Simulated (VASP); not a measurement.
# Be16C (a cell with a defect) in VASP: further runs

Runs on Be16C (a cell with a defect). Level: PBEsol. Tasks: single point, relaxation of the atoms.

All numbers are computed with VASP 6.6.1; they aren't measurements. Logs are shortened: lines on timing, memory, paths and dates and some standing lists are left out, and cuts for length are marked.

### Step 1. The structure

The cell holds a defect, 17 atoms: a = 4.580 Å, b = 3.966 Å, c = 7.177 Å, α = 90.00°, β = 90.00°, γ = 90.00°.

The cell was built by a generator and needn't be a form met in nature.

### Step 2. Single point, PBEsol

INCAR reads:

```
  PREC = Accurate
  ENCUT = 520
  EDIFF = 1E-6
  ISMEAR = 0
  SIGMA = 0.05
  LREAL = Auto
  LASPH = T
  NELM = 80
  ALGO = Normal
  ISIF = 2
  LWAVE = F
  LCHARG = F
  GGA = PS
  NBANDS = 32
```

KPOINTS reads:

```
regular mesh
0
Gamma
  5 5 3
```

POSCAR reads:

```
Be16C
1.0
   -2.2900000000     -3.9663960000      0.0000000000
    3.4350000000     -1.9831980000      0.0000000000
    0.0000000000      0.0000000000      7.1768600000
Be C
16 1
Direct
    0.7548793282      0.4980610368      0.0013277394
    0.5001447506      0.2686438075      0.2431217831
    0.7539976185      0.5093116583      0.4941512026
    0.5001746551      0.3316049375      0.7520099319
    0.5001405969     -0.0093513925     -0.0078378288
    0.2071801785      0.8539754320      0.2470220960
    0.5002143078     -0.0330879869      0.5052432401
    0.2472669274      0.8367331190      0.7525831631
    0.2454164000      0.4980432477      0.0012813403
    0.0001774223      0.3208722845      0.2492071742
    0.2463723577      0.5093539153      0.4941421457
    0.0001628949      0.3440235893      0.7535664622
    0.0001257958      0.0167784781     -0.0052100779
    0.7931779343      0.8540560319      0.2470942724
    0.0002308154      0.0394083166      0.5082643384
    0.7530773774      0.8367293142      0.7525977935
    0.5001885717      0.6606340114      0.3256882536
```

Potentials or basis: VASP PAW PBE potentials, release 64 (Be, C).

Run with:

```bash
$ cat potpaw_PBE.64/Be/POTCAR potpaw_PBE.64/C/POTCAR > POTCAR
$ mpirun -np 1 vasp_std > vasp.out
```

OUTCAR:

```text
PREC = Accurate
   ENCUT = 520
   EDIFF = 1E-6
   ISMEAR = 0
   LREAL = Auto
   LASPH = T
   NELM = 80
   ISIF = 2
   GGA = PS

 ion  position               nearest neighbor table
   1  0.755  0.498  0.001-  12 2.19  13 2.22  10 2.22  16 2.23   4 2.24   9 2.25  14 2.27   5 2.28
                             2 2.28   5 2.33   9 2.33  13 2.34
   2  0.500  0.269  0.243-  17 1.66   5 2.11  14 2.12   6 2.12   7 2.23   1 2.28   9 2.28  10 2.30
                            10 2.30  11 2.35   3 2.35
   3  0.754  0.509  0.494-  17 1.78   7 2.16  15 2.18  10 2.22  14 2.25  11 2.26  16 2.26  12 2.27
                             4 2.30  11 2.32   2 2.35
   4  0.500  0.332  0.752-   5 2.19   9 2.24   1 2.24   8 2.28  16 2.28   7 2.29  12 2.29  12 2.29
                             3 2.30  11 2.30  16 2.31   8 2.31
   5  0.500  0.991  0.992-   2 2.11   8 2.16  16 2.16   4 2.19   1 2.28   9 2.28  13 2.29  13 2.29
                             9 2.33   1 2.33   6 2.33  14 2.33
   6  0.207  0.854  0.247-  17 1.65  14 1.90  10 2.08   2 2.12  13 2.14  15 2.23  11 2.25   9 2.27
                            10 2.32   7 2.33   5 2.33
   7  0.500  0.967  0.505-  17 1.77   3 2.16  11 2.16  16 2.18   8 2.18   2 2.23   4 2.29  15 2.31
                            15 2.31  14 2.33   6 2.33
   8  0.247  0.837  0.753-   5 2.16   7 2.18  13 2.19   9 2.23  15 2.24  12 2.26  16 2.26  11 2.26
                             4 2.28  12 2.31   4 2.31  16 2.32
   9  0.245  0.498  0.001-  12 2.19  13 2.22  10 2.22   8 2.23   4 2.24   1 2.25   6 2.27   5 2.28
                             2 2.28   5 2.33   1 2.33  13 2.34
  10  0.000  0.321  0.249-  14 2.08   6 2.08  15 2.17  13 2.19   3 2.22  11 2.22   1 2.22   9 2.22
                             2 2.30   2 2.30   6 2.32  14 2.32
  11  0.246  0.509  0.494-  17 1.78   7 2.16  15 2.18  10 2.22   6 2.25   3 2.26   8 2.26  12 2.27
                             4 2.30   3 2.32   2 2.35  15 2.39
  12  0.000  0.344  0.754-  15 2.14  13 2.16   9 2.19   1 2.19  16 2.26   8 2.26   3 2.27  11 2.27
                             4 2.29   4 2.29  16 2.31   8 2.31
  13  0.000  0.017  0.995-   6 2.14  14 2.14  12 2.16  10 2.19  16 2.19   8 2.19   1 2.22   9 2.22
                             5 2.29   5 2.29   1 2.34   9 2.34
  14  0.793  0.854  0.247-  17 1.65   6 1.90  10 2.08   2 2.12  13 2.14  15 2.23   3 2.25   1 2.27
                            10 2.32   7 2.33   5 2.33
  15  0.000  0.039  0.508-  12 2.14  10 2.17  11 2.18   3 2.18  14 2.23   6 2.23   8 2.24  16 2.24
                             7 2.31   7 2.31  11 2.39
  16  0.753  0.837  0.753-   5 2.16   7 2.18  13 2.19   1 2.23  15 2.24  12 2.26   8 2.26   3 2.26
                             4 2.28  12 2.31   4 2.31   8 2.32
  17  0.500  0.661  0.326-  14 1.65   6 1.65   2 1.66   7 1.77  11 1.78   3 1.78

  LATTYP: Found a simple orthorhombic cell.
 ALAT       =     3.9663962620
 B/A-ratio  =     1.1547004875
 C/A-ratio  =     1.8094157835

  Lattice vectors:

 A1 = (  -3.4350000000,   1.9831980000,   0.0000000000)
 A2 = (  -2.2900000000,  -3.9663960000,   0.0000000000)
 A3 = (   0.0000000000,   0.0000000000,   7.1768600000)

Analysis of symmetry for initial positions (statically):
=====================================================================
 Subroutine PRICEL returns:
 Original cell was already a primitive cell.

 Routine SETGRP: Setting up the symmetry group for a
 simple orthorhombic supercell.

 Subroutine GETGRP returns: Found  1 space group operations
 (whereof  1 operations were pure point group operations)
 out of a pool of  8 trial point group operations.

The static configuration has the point symmetry C_1 .

Analysis of symmetry for dynamics (positions and initial velocities):
=====================================================================
 Subroutine PRICEL returns:
 Original cell was already a primitive cell.

 Routine SETGRP: Setting up the symmetry group for a
 simple orthorhombic supercell.

 Subroutine GETGRP returns: Found  1 space group operations
 (whereof  1 operations were pure point group operations)
 out of a pool of  8 trial point group operations.

The dynamic configuration has the point symmetry C_1 .

 Subroutine INISYM returns: Found  1 space group operations
 (whereof  1 operations are pure point group operations),
 and found     1 'primitive' translations

----------------------------------------------------------------------------------------

                                     Primitive cell

  volume of cell :     130.3755

  direct lattice vectors                    reciprocal lattice vectors
    -2.290000000 -3.966396000  0.000000000    -0.109170306 -0.189088533  0.000000000
     3.435000000 -1.983198000  0.000000000     0.218340611 -0.126059022  0.000000000
     0.000000000  0.000000000  7.176860000     0.000000000  0.000000000  0.139336702

  length of vectors
[... 56 lines left out ...]
  Length of vectors
     0.043668125  0.050423605  0.046445567

  Shift w.r.t. Gamma in fractional coordinates (k-lattice)
     0.000000000  0.000000000  0.000000000

 Subroutine IBZKPT returns following result:
 ===========================================

 Found     38 irreducible k-points:

 Following reciprocal coordinates:
            Coordinates               Weight
  0.000000  0.000000  0.000000      1.000000
  0.200000  0.000000  0.000000      2.000000
  0.400000  0.000000  0.000000      2.000000
  0.000000  0.200000  0.000000      2.000000
  0.200000  0.200000  0.000000      2.000000
 -0.200000  0.200000  0.000000      2.000000
[... 16 lines left out ...]
  0.200000 -0.200000 -0.333333      2.000000
 -0.200000 -0.200000  0.333333      2.000000
 [... further k-points ...]
   k-points           NKPTS =     38   k-points in BZ     NKDIM =     38   number of bands    NBANDS=     32
   number of dos      NEDOS =    301   number of ions     NIONS =     17
   total plane-waves  NPLWV =  58320
   dimension x,y,z NGX =    36 NGY =   30 NGZ =   54
   dimension x,y,z NGXF=    72 NGYF=   60 NGZF=  108
   ions per type =              16   1
   NGX,Y,Z   is equivalent  to a cutoff of  13.07, 12.57, 12.51 a.u.
   NGXF,Y,Z  is equivalent  to a cutoff of  26.13, 25.15, 25.02 a.u.
 SYSTEM =  unknown system
   PREC   = accura    normal or accurate (medium, high low for compatibility)
   ISTART =      0    job   : 0-new  1-cont  2-samecut
   ICHARG =      2    charge: 1-file 2-atom 10-const
   ISPIN  =      1    spin polarized calculation?
   LNONCOLLINEAR =      F non collinear calculations
   LSORBIT =      F    spin-orbit coupling
   LASPH  =      T    aspherical Exc in radial PAW
   ENCUT  =  520.0 eV  38.22 Ry    6.18 a.u.   8.52  7.37 13.34*2*pi/ulx,y,z
   NELM   =     80;   NELMIN=  2; NELMDL= -5     # of ELM steps
   EDIFF  = 0.1E-05   stopping-criterion for ELM
   LREAL  =      T    real-space projection
   EDIFFG = 0.1E-04   stopping-criterion for IOM
   NSW    =      0    number of steps for IOM
   IBRION =     -1    ionic relax: 0-MD 1-quasi-New 2-CG
   NFREE  =      0    steps in history (QN), initial steepest desc. (CG)
   ISIF   =      2    stress and relaxation
   ISYM   =      2    0-nonsym 1-usesym 2-fastsym
   POTIM  = 0.5000    time-step for ionic-motion
   TEBEG  =    0.0;   TEEND  =   0.0 temperature during run
   PSTRESS=    0.0 pullay stress
   NELECT =      36.0000    total number of electrons
   NUPDOWN=      -1.0000    fix difference up-down
   EMIN   =  10.00;   EMAX   =-10.00  energy-range for DOS
   EFERMI =   0.00;   METHOD = LEGACY
   ISMEAR =     0;   SIGMA  =   0.05  broadening in eV -4-tet -1-fermi 0-gaus
   EFERMI_NEDOS =   21; number of points for ismear=-14 and -15
   IALGO  =     38    algorithm
   IMIX   =      4    mixing-type and parameters
     AMIX     =   0.40;   BMIX     =  1.00
     AMIX_MAG =   1.60;   BMIX_MAG =  1.00
  volume/ion in A,a.u.               =       7.67        51.75
  Fermi-wavevector in a.u.,A,eV,Ry     =   1.066049  2.014540 15.462471  1.136460
  Thomas-Fermi vector in A             =   2.201620
   LORBIT       =      0    0 simple, 1 ext, 2 COOP (PROOUT), +10 PAW based schemes
   GGA     = PS    functional components
   LHFCALC =     F    Hartree Fock is set to
   AEXX    =    0.0000 exact exchange contribution
   IVDW    =     0    specifies the selected vdW correction
   LEPSILON=     F    determine dielectric tensor
   LRPA    =     F    only Hartree local field effects (RPA)
 non-spin polarized calculation
 Gauss-broadening in eV      SIGMA  =   0.05
  energy-cutoff  :      520.00
  volume of cell :      130.38
 maximum number of plane-waves:      3529
 NGX is ok and might be reduce to    36
   NGX = 17   NGY = 15   NGZ = 27

 number of electron      36.0000000 magnetization

 Free energy of the ion-electron system (eV)
  ---------------------------------------------------
  ext. energy  EPLUGINS =         0.00000000
  ---------------------------------------------------
  free energy    TOTEN  =       -69.56724901 eV

  energy without entropy =      -69.56357161  energy(sigma->0) =      -69.56541031

 E-fermi :   7.3573     XC(G=0): -10.7591

 val. band max:        7.3391664926   @ k =   0.0000   0.0000   0.3333
 cond. band min:       7.3633995760   @ k =  -0.4000  -0.4000   0.3333
 fundamental gap:      0.0242330834
 Fermi energy:         7.3572839826

 k-point     1 :       0.0000    0.0000    0.0000
  band No.  band energies     occupation
      1      -6.7280      2.00000
      2      -3.1398      2.00000
      3      -2.2276      2.00000
      4      -0.4643      2.00000
      5       0.0177      2.00000
      6       1.0189      2.00000
[... 781 lines left out ...]
     29      12.4852      0.00000
     30      13.1808      0.00000

 [... further k-points ...]

 [bands above 30 left out]

------------------------ aborting loop because EDIFF is reached ----------------------------------------

  FORCE on cell =-STRESS in cart. coord.  units (eV):
  Direction    XX          YY          ZZ          XY          YZ          ZX
  --------------------------------------------------------------------------------------
  -------------------------------------------------------------------------------------
  Total        5.6802321      7.3937382      5.2755638      1.4809898     -1.2191449      2.1043672
  in kB       69.8040533     90.8612330     64.8311066     18.1998010    -14.9820036     25.8604504
  external PRESSURE =      75.1654643 kB  Pullay stress =       0.0000000 kB

 VOLUME and BASIS-vectors are now :
 -----------------------------------------------------------------------------
  energy-cutoff  :      520.00
  volume of cell :      130.38
      direct lattice vectors                 reciprocal lattice vectors
    -2.290000000 -3.966396000  0.000000000    -0.109170306 -0.189088533  0.000000000
     3.435000000 -1.983198000  0.000000000     0.218340611 -0.126059022  0.000000000
     0.000000000  0.000000000  7.176860000     0.000000000  0.000000000  0.139336702

 POSITION                                       TOTAL-FORCE (eV/Angst)
 -----------------------------------------------------------------------------------
     -0.01783     -3.98190      0.00953        -0.076685     -0.045445     -0.303823
     -0.22254     -2.51655      1.74485         0.290784     -0.168064     -0.324109
      0.02283     -4.00072      3.54645         0.070154     -0.132321     -0.037697
     -0.00634     -2.64153      5.39707        -0.006191      0.003770     -0.055879
      2.25756     -3.94841      7.12061         0.172950     -0.100107     -0.212196
      2.45896     -2.51536      1.77284        -0.250623     -0.029513     -0.197193
[... 9 lines left out ...]
      1.14962     -4.64640      5.40129         0.006611     -0.032075     -0.033024
      1.12385     -3.29411      2.33742         0.034803     -0.020796      2.085463
 -----------------------------------------------------------------------------------
    total drift:                                0.001948     -0.001628     -0.005850

  FREE ENERGIE OF THE ION-ELECTRON SYSTEM (eV)
  ---------------------------------------------------
  free  energy   TOTEN  =       -69.5672490134 eV

  energy  without entropy=      -69.5635716124  energy(sigma->0) =      -69.56541031
```

Run time: 2.4 min. Hardware: 1 thread of Intel Xeon Platinum 8559C (Emerald Rapids), shared host; peak memory 0.27 GiB.

What came out:

```
Free energy            : -69.5672 eV
Pressure               : 7.5 GPa
Largest force          : 2.086 eV/Å
Band gap on the k mesh : none (metal or under the smearing width)
```

Forces in eV/Å, atoms in the order of the input:
```
Be  -0.077 -0.045 -0.304
Be   0.291 -0.168 -0.324
Be   0.070 -0.132 -0.038
Be  -0.006  0.004 -0.056
Be   0.173 -0.100 -0.212
Be  -0.251 -0.030 -0.197
Be  -0.141  0.082 -0.072
Be   0.031  0.010 -0.033
Be   0.001  0.089 -0.303
Be  -0.080  0.046 -0.141
Be   0.150  0.006 -0.037
Be   0.004 -0.002 -0.008
Be  -0.208  0.120 -0.077
Be  -0.100  0.232 -0.198
Be   0.102 -0.058 -0.052
Be   0.007 -0.032 -0.033
C    0.035 -0.021  2.085
```

Stress tensor (GPa, compression positive):
```
 6.98  1.82  2.59
 1.82  9.09 -1.50
 2.59 -1.50  6.48
```

Levels at points of the mesh, in eV from the Fermi level:
```
           k point  band 14  band 15  band 16  band 17  band 18  band 19  band 20  band 21  band 22  band 23
(0.00, 0.00, 0.00)    -3.56    -2.06    -1.29    -1.10    -0.10     0.66     0.75     1.42     1.70     2.00
```

Caveat: the PAW data sets were made with another functional, which shifts forces and pressure a little.

### Step 3. Single point, PBEsol

INCAR reads:

```
SYSTEM = Be16C
PREC     = Accurate       ! precision mode
ENCUT    = 520            ! plane-wave cutoff, eV
EDIFF    = 1E-7           ! SCF threshold, eV
ISMEAR   = 0              ! smearing method
SIGMA    = 0.05           ! smearing width, eV
LREAL    = Auto         
LASPH    = .True.         ! aspherical terms in the spheres
NELM     = 100            ! most SCF steps
ALGO     = Fast           ! electronic algorithm
ISIF     = 2              ! what is computed and relaxed
LWAVE    = .False.        ! write WAVECAR
LCHARG   = .True.         ! write CHGCAR
GGA      = PS             ! functional
LELF     = .True.         ! ELF
LVHAR    = .True.       
NBANDS   = 32             ! bands
```

KPOINTS reads:

```
Automatic mesh
0
Gamma
  5 5 3
  0 0 0
```

POSCAR reads:

```
Be16C
1.0
   -2.2900000000     -3.9663960000      0.0000000000
    3.4350000000     -1.9831980000      0.0000000000
    0.0000000000      0.0000000000      7.1768600000
Be C
16 1
Direct
    0.7555791741      0.4933369166     -0.0062978796
    0.5001917334      0.3355406316      0.2329740304
    0.7704438351      0.5097063704      0.5073645020
    0.5002847234      0.3339700194      0.7567932215
    0.5002636526     -0.0005499958     -0.0062022946
    0.2303323672      0.8236684486      0.2433412384
    0.5003038107     -0.0022484057      0.5174290707
    0.2450765461      0.8402329812      0.7568449155
    0.2449760622      0.4934035466     -0.0062608160
    0.0002530845      0.3010612994      0.2425212419
    0.2303295452      0.5096010651      0.5072981778
    0.0003927806      0.3362947504      0.7562262605
    0.0002696747     -0.0028280771     -0.0055858690
    0.7702132173      0.8236804272      0.2432813236
    0.0003977964      0.0323589385      0.5081417221
    0.7556321378      0.8400586887      0.7568574558
    0.5003856938      0.6664373330      0.3753177573
```

Potentials or basis: VASP PAW PBE potentials, release 64 (Be, C).

Run with:

```bash
$ cat potpaw_PBE.64/Be/POTCAR potpaw_PBE.64/C/POTCAR > POTCAR
$ mpirun -np 1 vasp_std > vasp.out
```

Run time: 2.2 min. Hardware: 1 thread of Intel Xeon Platinum 8559C (Emerald Rapids), shared host; peak memory 0.27 GiB.

It converged, with:

```
Free energy            : -70.1584 eV
Pressure               : 8.1 GPa
Largest force          : 0.035 eV/Å
Band gap on the k mesh : none (metal or under the smearing width)
```

Forces in eV/Å, atoms in the order of the input:
```
Be   0.005 -0.007  0.001
Be  -0.017  0.008 -0.019
Be  -0.018 -0.016  0.021
Be  -0.002 -0.001 -0.011
Be   0.001 -0.002  0.009
Be   0.017  0.015 -0.022
Be   0.014 -0.011  0.019
Be  -0.007  0.011  0.000
Be   0.009  0.000 -0.002
Be   0.017 -0.010  0.006
Be   0.007  0.024  0.024
Be   0.010 -0.002 -0.006
Be  -0.009  0.004  0.004
Be  -0.005 -0.026 -0.023
Be  -0.016  0.012 -0.007
Be  -0.006  0.000 -0.001
C    0.000  0.001  0.007
```

Stress tensor (GPa, compression positive):
```
 4.43  1.63  2.98
 1.63  6.34 -1.73
 2.98 -1.73 13.67
```

Levels at points of the mesh, in eV from the Fermi level:
```tsv
k point	band 16	band 17	band 18	band 19	band 20	band 21
(0.00, 0.00, 0.00)	-1.18	-1.02	0.01	0.59	0.71	1.61
```

Caveat: the PAW data sets were made with another functional, which shifts forces and pressure a little.

[end of part 1 of 2]
